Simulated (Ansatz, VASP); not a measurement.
Ti in VASP and in Ansatz

POSCAR

```
Ti
1.0
    4.5673748306      0.0000000000      0.0000000000
   -2.2836874153      3.9554626319      0.0000000000
    0.0000000000      0.0000000000      2.8262442700
Ti
3
Direct
    0.0000000000      0.0000000000      0.0000000000
    0.3333333300      0.6666666700      0.5000000000
    0.6666666700      0.3333333300      0.5000000000
```

Contents of INCAR.step1:

```
SYSTEM = Ti
ALGO     = Normal         ! electronic algorithm
EDIFF    = 1E-4           ! SCF threshold, eV
ENCUT    = 520            ! plane-wave cutoff, eV
GGA      = PE             ! functional
ISMEAR   = 0              ! smearing method
LASPH    = .TRUE.         ! aspherical terms in the spheres
LCHARG   = .FALSE.        ! write CHGCAR
LREAL    = .FALSE.        ! projectors in reciprocal space
LWAVE    = .TRUE.         ! write WAVECAR
NBANDS   = 25             ! bands
NELM     = 100            ! most SCF steps
PREC     = Accurate       ! precision mode
SIGMA    = 0.1            ! smearing width, eV
```

INCAR.step2

```
SYSTEM = Ti
ALGO     = Normal         ! electronic algorithm
EDIFF    = 1E-6           ! SCF threshold, eV
ENCUT    = 520            ! plane-wave cutoff, eV
ISIF     = 2              ! what is computed and relaxed
ISMEAR   = 0              ! smearing method
ISTART   = 1            
LASPH    = .TRUE.         ! aspherical terms in the spheres
LCHARG   = .FALSE.        ! write CHGCAR
LMIXTAU  = .TRUE.       
LREAL    = .FALSE.        ! projectors in reciprocal space
LWAVE    = .FALSE.        ! write WAVECAR
METAGGA  = R2SCAN         ! meta-GGA
NBANDS   = 25             ! bands
NELM     = 100            ! most SCF steps
PREC     = Accurate       ! precision mode
SIGMA    = 0.1            ! smearing width, eV
```

File KPOINTS:

```
k-points
0
G
  6 6 6
  0 0 0
```

Input for Ansatz:

```yaml
crystal:
  lattice:
    - [4.5673748306, 0.0, 0.0]
    - [-2.2836874153, 3.9554626319, 0.0]
    - [0.0, 0.0, 2.82624427]
  atoms:
    - { symbol: Ti, position: [0.0, 0.0, 0.0] }
    - { symbol: Ti, position: [0.33333333, 0.66666667, 0.5] }
    - { symbol: Ti, position: [0.66666667, 0.33333333, 0.5] }
basis:
  ecutwfc: 500
kpoints:
  mp_grid: { grid: [6, 6, 6] }
hamiltonian:
  xc: r2scan
scf:
  occupations: { method: gaussian, width: 0.1 }
  lower_state_search: "off"
output:
  forces: true
  stress: true
  eigenvalues: true
```

Alike in both runs: task single point; functional r2SCAN; k mesh 6 × 6 × 6; occupations gaussian, width 0.1 eV; no spin polarisation.

```csv
,VASP,Ansatz
version,VASP 6.6.1,Ansatz 0.2.0
potentials or method,"VASP PAW PBE potentials, release 64 (Ti_sv)","scalar-relativistic, plane waves, PAW"
plane-wave cutoff (eV),520,500
valence electrons in the cell,36,36
```

```tsv
	VASP	Ansatz	Ansatz less VASP
gap on the k mesh at the Fermi level (eV)	none	none	-
pressure (GPa)	0.4	0.0	-0.42
largest component of the traceless stress (GPa)	0.16	0.11	-0.044
```

A gap of «none» marks a metal or a gap that the smearing closes. The functional is the same, so the differences come from potentials, cutoffs and numerics.

Caveats: the k mesh is coarse (spacing up to 0.37 Å⁻¹), so the values aren't converged; the PAW data sets were made with another functional, which shifts forces and pressure a little (VASP).
